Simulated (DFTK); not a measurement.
# Hf (Im-3m) in DFTK: reference runs

How does Hf come out in PBE? The cell is run as given and disturbed.

Everything below comes from runs of DFTK 0.8.2. Logs are shortened: lines on timing, memory, paths and dates and some standing lists are left out, and cuts for length are marked.

### Step 1. The structure

Symmetry: Im-3m, No. 229, cubic system. Conventional cell: a = 3.610 Å, b = 3.610 Å, c = 3.610 Å, α = 90.00°, β = 90.00°, γ = 90.00°. Hf (site symmetry m-3m) is surrounded by 8 Hf at 3.13 Å.

This isn't the form of Hf at room conditions, which is hcp.

### Step 2. Single point, PBE

run.jl

```julia
using DFTK
using PseudoPotentialData
using Unitful, UnitfulAtomic
using LinearAlgebra, Printf
include("save.jl")
disable_threading()

# lattice vectors are the columns
lattice = austrip(1u"Å") * [        -1.805          1.805          1.805;
                    1.805         -1.805          1.805;
                    1.805          1.805         -1.805]
symbols   = [:Hf]
positions = [[0.0, 0.0, 0.0]]
pseudopotentials = PseudoFamily("dojo.nc.sr.pbe.v0_4_1.standard.upf")
elements = Dict(s => ElementPsp(s, pseudopotentials) for s in unique(symbols))
atoms    = [elements[s] for s in symbols]

build_model(lattice, positions; symmetries=true) =
    model_DFT(lattice, atoms, positions;
              functionals=PBE(),
              temperature=austrip(0.05u"eV"),
              smearing=Smearing.FermiDirac(),
              symmetries)
Ecut  = 35.0  # hartree
kgrid = [10, 10, 10]
tol   = 1e-6
to_GPa = ustrip(uconvert(u"GPa", 1u"hartree/bohr^3"))

model = build_model(lattice, positions)
basis = PlaneWaveBasis(model; Ecut, kgrid)
display(basis)
scfres = self_consistent_field(basis;
                               tol,
                               nbandsalg=AdaptiveBands(model; n_bands_converge=11))
display(scfres.energies)
@printf "Fermi level: %.6f eV\n" ustrip(auconvert(u"eV", something(scfres.εF, NaN)))
forces = compute_forces_cart(scfres)
println("Forces (eV/Å)")
for (s, f) in zip(symbols, forces)
    @printf "%-3s %12.6f %12.6f %12.6f\n" s ustrip.(auconvert.(u"eV/Å", f))...
end
stress = compute_stresses_cart(scfres)
println("Stress (GPa)")
display(round.(stress * to_GPa; digits=4))
println("Levels at the first k-point (eV): ", round.(ustrip.(auconvert.(u"eV", scfres.eigenvalues[1][1:scfres.n_bands_converge])); digits=4))
save_scf!(scfres; forces, stress)
```

Potentials or basis: dojo.nc.sr.pbe.v0_4_1.standard.upf (PBE).

Command:

```console
$ julia --threads=1 run.jl  # save.jl only writes the numbers to a file and isn't shown; printed stress counts tension as positive; times include loading and compiling
```

The program printed:

```text
PlaneWaveBasis discretization:

    Ecut                 : 35.0 Ha
    fft_size             : (36, 36, 36), 46656 total points
    kgrid                : MonkhorstPack([10, 10, 10])
    num.   red. kpoints  : 1000
    num. irred. kpoints  : 47

    Discretized Model(gga_x_pbe+gga_c_pbe, 3D):
        lattice (in Bohr)    : [-3.41096  , 3.41096   , 3.41096   ]
                               [3.41096   , -3.41096  , 3.41096   ]
                               [3.41096   , 3.41096   , -3.41096  ]
        unit cell volume     : 158.74 Bohr³

        atoms                : Hf
        pseudopot. family    : PseudoFamily("dojo.nc.sr.pbe.v0_4_1.standard.upf")

        num. electrons       : 12
        spin polarization    : none
        temperature          : 0.0018375 Ha
        smearing             : DFTK.Smearing.FermiDirac()

        terms                : Kinetic()
                               AtomicLocal()
                               AtomicNonlocal()
                               Ewald(nothing)
                               PspCorrection()
                               Hartree()
                               Xc(gga_x_pbe, gga_c_pbe)
                               Entropy()
n     Energy            log10(ΔE)   log10(Δρ)   Diag   Δtime
---   ---------------   ---------   ---------   ----   ------
  1   -56.40166931269                   -1.15    5.1    4.32s
  2   -56.40502634603       -2.47       -1.41    1.0    1.49s
  3   -56.40664213004       -2.79       -2.15    2.6    2.46s
  4   -56.40667038677       -4.55       -2.74    2.4    2.34s
  5   -56.40667496567       -5.34       -3.33    2.4    1.73s
  6   -56.40667515360       -6.73       -4.11    2.0    2.24s
  7   -56.40667516063       -8.15       -4.75    2.7    2.46s
  8   -56.40667516091       -9.55       -5.26    2.9    1.90s
  9   -56.40667516094      -10.55       -5.98    2.0    2.20s
 10   -56.40667516094      -11.98       -6.66    2.4    2.41s
Energy breakdown (in Ha):
    Kinetic             14.4224585
    AtomicLocal         -29.8953288
    AtomicNonlocal      2.7227095
    Ewald               -38.4092956
    PspCorrection       1.6588813
    Hartree             7.3246797
    Xc                  -14.2302153
    Entropy             -0.0005644

    total               -56.406675160939
Fermi level: 9.719059 eV
Forces (eV/Å)
Hf      0.000000     0.000000     0.000000
Stress (GPa)
3×3 StaticArraysCore.SMatrix{3, 3, Float64, 9} with indices SOneTo(3)×SOneTo(3):
 4.854  0.0    0.0
 0.0    4.854  0.0
 0.0    0.0    4.854
Levels at the first k-point (eV): [-52.0084, -20.2883, -20.2883, -20.2883, 2.8417, 11.2061, 11.2061, 11.2061, 13.8469, 13.8469, 22.7067]
```

It took 62 s on 1 thread of Intel Xeon 6975P-C (Granite Rapids), shared host; peak memory 1.6 GiB.

What came out:

| Quantity | Value |
| --- | --- |
| Free energy | -1534.9038 eV |
| Pressure | -4.9 GPa |
| Band gap on the k mesh | none (metal or under the smearing width) |

Spin-orbit coupling is left out, which matters for the levels of Hf.

### Step 3. Single point, PBE (cell strained at random at fixed volume)

run.jl: that of step 2 with these lines changed.

```diff
@@ -8,7 +8,7 @@
 # lattice vectors are the columns
-lattice = austrip(1u"Å") * [        -1.805          1.805          1.805;
-                    1.805         -1.805          1.805;
-                    1.805          1.805         -1.805]
+lattice = austrip(1u"Å") * [     -1.735385       1.768404       1.781798;
+                 1.788095      -1.761063       1.807476;
+                 1.840338       1.846325      -1.813306]
 symbols   = [:Hf]
-positions = [[0.0, 0.0, 0.0]]
+positions = [[-0.016525, -0.006803, -0.010409]]
 pseudopotentials = PseudoFamily("dojo.nc.sr.pbe.v0_4_1.standard.upf")
```

Potentials or basis: dojo.nc.sr.pbe.v0_4_1.standard.upf (PBE).

Command:

```console
$ julia --threads=1 run.jl  # save.jl only writes the numbers to a file and isn't shown; printed stress counts tension as positive; times include loading and compiling
```

The program printed:

```text
PlaneWaveBasis discretization:

    Ecut                 : 35.0 Ha
    fft_size             : (36, 36, 36), 46656 total points
    kgrid                : MonkhorstPack([10, 10, 10])
    num.   red. kpoints  : 1000
    num. irred. kpoints  : 1000

    Discretized Model(gga_x_pbe+gga_c_pbe, 3D):
        lattice (in Bohr)    : [-3.2794   , 3.3418    , 3.36711   ]
                               [3.37901   , -3.32793  , 3.41563   ]
                               [3.47773   , 3.48905   , -3.42665  ]
        unit cell volume     : 158.74 Bohr³

        atoms                : Hf
        pseudopot. family    : PseudoFamily("dojo.nc.sr.pbe.v0_4_1.standard.upf")

        num. electrons       : 12
        spin polarization    : none
        temperature          : 0.0018375 Ha
        smearing             : DFTK.Smearing.FermiDirac()

        terms                : Kinetic()
                               AtomicLocal()
                               AtomicNonlocal()
                               Ewald(nothing)
                               PspCorrection()
                               Hartree()
                               Xc(gga_x_pbe, gga_c_pbe)
                               Entropy()
n     Energy            log10(ΔE)   log10(Δρ)   Diag   Δtime
---   ---------------   ---------   ---------   ----   ------
  1   -56.40159766764                   -1.15    4.1    45.4s
  2   -56.40498316886       -2.47       -1.41    1.0    25.4s
  3   -56.40657591948       -2.80       -2.14    2.5    34.1s
  4   -56.40660790200       -4.50       -2.75    2.4    32.9s
  5   -56.40661227098       -5.36       -3.39    2.6    38.5s
  6   -56.40661239921       -6.89       -4.05    2.1    35.0s
  7   -56.40661240710       -8.10       -4.88    2.2    36.1s
  8   -56.40661240728       -9.76       -5.50    3.0    39.8s
  9   -56.40661240728      -11.25       -6.08    2.1    32.2s
Energy breakdown (in Ha):
    Kinetic             14.4226926
    AtomicLocal         -29.9045116
    AtomicNonlocal      2.7228197
    Ewald               -38.4041170
    PspCorrection       1.6588809
    Hartree             7.3285431
    Xc                  -14.2303455
    Entropy             -0.0005745

    total               -56.406612407284
Fermi level: 9.722837 eV
Forces (eV/Å)
Hf     -0.000001    -0.000000    -0.000001
Stress (GPa)
3×3 StaticArraysCore.SMatrix{3, 3, Float64, 9} with indices SOneTo(3)×SOneTo(3):
 5.602   1.2238  0.9602
 1.2238  4.9467  0.7957
 0.9602  0.7957  3.7898
Levels at the first k-point (eV): [-52.0116, -20.3129, -20.2813, -20.2771, 2.8423, 10.8997, 11.1847, 11.5255, 13.6175, 14.0978, 22.3673]
```

Wall time 15 min (1 thread of Intel Xeon 6975P-C (Granite Rapids), shared host); peak memory 6 GiB.

Results:

| Item | Value |
| --- | --- |
| Free energy | -1534.9021 eV |
| Pressure | -4.8 GPa |
| Band gap on the k mesh | none (metal or under the smearing width) |

Stress tensor (GPa, compression positive):
```
-5.60 -1.22 -0.96
-1.22 -4.95 -0.80
-0.96 -0.80 -3.79
```

Levels at points of the mesh, in eV from the Fermi level:
| k point | band 3 | band 4 | band 5 | band 6 | band 7 | band 8 | band 9 | band 10 |
| --- | --- | --- | --- | --- | --- | --- | --- | --- |
| (0.00, 0.00, 0.00) | -30.00 | -30.00 | -6.88 | 1.18 | 1.46 | 1.80 | 3.89 | 4.37 |
| (-0.50, 0.00, 0.00) | -30.21 | -30.00 | -3.29 | -0.26 | 0.69 | 3.75 | 4.89 | 7.01 |
| (0.00, -0.50, 0.00) | -30.22 | -30.01 | -3.27 | -0.41 | 0.74 | 3.90 | 5.04 | 7.02 |
| (-0.50, -0.50, 0.00) | -30.28 | -30.03 | -3.15 | -0.60 | 1.15 | 4.07 | 4.88 | 7.35 |
| (0.00, 0.00, -0.50) | -30.23 | -30.02 | -3.25 | -0.68 | 0.83 | 4.35 | 5.19 | 7.07 |
| (-0.50, 0.00, -0.50) | -30.26 | -30.02 | -3.20 | -0.35 | 0.96 | 3.71 | 4.82 | 7.24 |
| (0.00, -0.50, -0.50) | -30.25 | -30.01 | -3.23 | -0.21 | 0.86 | 3.61 | 4.71 | 7.20 |
| (-0.50, -0.50, -0.50) | -30.52 | -30.44 | -2.41 | -2.32 | 6.07 | 6.34 | 6.48 | 6.67 |
